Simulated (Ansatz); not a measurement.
An input for Ansatz 0.2.0 (Zn):

input.yaml

```yaml
crystal:
  lattice: { a: 3.138074, b: 3.138074, c: 3.138074, alpha: 90.0, beta: 90.0, gamma: 90.0 }
  space_group: 229
  setting: { hermann_mauguin: Im-3m }
  reduce_to_primitive: true
  atoms:
    - { symbol: Zn, position: [0.0, 0.0, 0.0] }
kpoints:
  mp_grid: { grid: [9, 9, 9] }
scf:
  occupations: { method: fermi_dirac, width: 0.1 }
  max_iter: 80
hamiltonian:
  xc: { exchange: slater, correlation: vwn5 }
  pseudopotentials:
    kind: all_electron
    lapw: { basis_error: 0.001 }
    relativity: none
  hubbard: { sites: [{ species: Zn, l: f, u_eff: 4.0 }] }
output:
  forces: true
  stress: true
elastic:
  mode: relaxed_ion
  stencil: two_point
```

Potentials or basis: all-electron LAPW, non-relativistic.

Command:

```bash
$ ansatz run input.yaml --threads 1 --pin off --max-ram 2560MiB --backend cpu --events-out ev --progress --plain --runs-dir out
```

Q: What does the program do with it?

A: The run stopped without a result. It printed:

Output:

```text
Error: invalid value for `hamiltonian.pseudopotentials.projection_atoms`: `1s2 2s2 2p6 3s2 3p6 3d10 4s2 4f0` of Zn: PBE doesn't bind the shell 4f of the free atom, whose level lies at +1.11 eV. Type another configuration
```
